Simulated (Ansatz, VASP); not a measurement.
**One calculation of Pb, two programs**

File INCAR:

```
PREC = Accurate
ENCUT = 600
EDIFF = 1E-6
ISMEAR = -1
SIGMA = 0.05
LREAL = F
LASPH = T
NELM = 80
ALGO = Normal
ISIF = 3
LWAVE = F
LCHARG = F
GGA = PE
IBRION = 2
NSW = 60
EDIFFG = -0.005
```

File KPOINTS:

```
Automatic mesh
0
Gamma
  12 12 12
```

POSCAR

```
Pb
1.0
    3.2543805230      0.0000000000      0.0000000000
    0.0000000000      3.2543805230      0.0000000000
    0.0000000000      0.0000000000      3.2543805230
Pb
1
Direct
    0.0000000000      0.0000000000      0.0000000000
```

Input for Ansatz:

```yaml
crystal:
  lattice:
    - [3.254380523, 0.0, 0.0]
    - [0.0, 3.254380523, 0.0]
    - [0.0, 0.0, 3.254380523]
  atoms:
    - { symbol: Pb, position: [0.0, 0.0, 0.0] }
kpoints:
  mp_grid: { grid: [12, 12, 12] }
scf:
  occupations: { method: fermi_dirac, width: 0.05 }
hamiltonian:
  xc: pbe
  pseudopotentials: { kind: paw }
output:
  forces: true
  stress: true
relax:
  f_tol: 0.005
  max_steps: 40
  cell: {}
```

Alike in both runs: task relaxation of cell and atoms; functional PBE; k mesh 12 × 12 × 12; occupations fermi-dirac, width 0.05 eV; no spin polarisation.

```csv
,VASP,Ansatz
version,VASP 6.6.1,Ansatz 0.2.0
potentials or method,"VASP PAW PBE potentials, release 64 (Pb_d)","PAW with Ansatz's default frozen-core files, scalar-relativistic"
plane-wave cutoff (eV),600,420
valence electrons in the cell,14,14
```

|  | VASP | Ansatz | Ansatz less VASP |
| --- | --- | --- | --- |
| relaxed volume (Å³/atom) | 34.47 | 34.47 | 0.000 |
| relaxed cell length with the largest relative difference (Å) | 3.254 | 3.254 | 0.0000 |

Caveats: the relaxation stopped at its first step, so nothing moved. The runs have no spin-orbit coupling, so splittings on Pb are missing.
